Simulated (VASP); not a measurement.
**ZnSe (Stilleite): dielectric tensor with LDA**

**What was measured.**

From a printed reference work, textbook, for a bulk crystal of ZnSe: high-frequency dielectric constant 5.9.

Crystal: ZnSe (Stilleite).

```xyz
2
Lattice="0.0000 2.8088 2.8088 2.8088 0.0000 2.8088 2.8088 2.8088 0.0000" Properties=species:S:1:pos:R:3 pbc="T T T"
Zn    0.0000    0.0000    0.0000
Se    1.4044    1.4044    1.4044
```

* Program: VASP 6.6.1
* Task: dielectric tensor
* Functional: LDA
* Potentials or basis: VASP PAW LDA potentials, release 64 (Zn, Se)
* Cutoff: 600 eV
* k mesh: 14 × 14 × 14
* Occupations: gaussian, width 0.03 eV
* Spin: no spin polarisation
* Monkhorst-Pack mesh: yes
* Further INCAR settings: ALGO = Fast; EDIFF = 1e-08

```yaml
Electronic_dielectric_tensor_diagonal: 7.50
Born_charges_mean_of_the_diagonal: Zn +2.01; Se -2.01 e
```

Levels at points of the mesh, in eV from the valence-band top:
| k point | band 5 | band 6 | band 7 | band 8 | band 9 | band 10 | band 11 | band 12 | band 13 |
| --- | --- | --- | --- | --- | --- | --- | --- | --- | --- |
| (0.04, 0.04, 0.04) | -6.38 | -6.38 | -0.19 | 0.00 | 0.00 | 1.37 | 5.69 | 5.73 | 5.73 |

Electronic dielectric tensor:
```
7.50 0.00 0.00
0.00 7.50 0.00
0.00 0.00 7.50
```

Born effective charge tensors (e):
atom 1, Zn
```
2.01 0.00 0.00
0.00 2.01 0.00
0.00 0.00 2.01
```
atom 2, Se
```
-2.01  0.00  0.00
 0.00 -2.01  0.00
 0.00  0.00 -2.01
```

It took 21 min on 1 thread of Intel(R) Xeon(R) 6975P-C (Granite Rapids), with other jobs on the host, peak memory 2.2 GiB.

A measured high-frequency dielectric constant of ZnSe is 5.9 (a printed reference work, textbook); the calculated 7.50 misses it by +27.1 %.
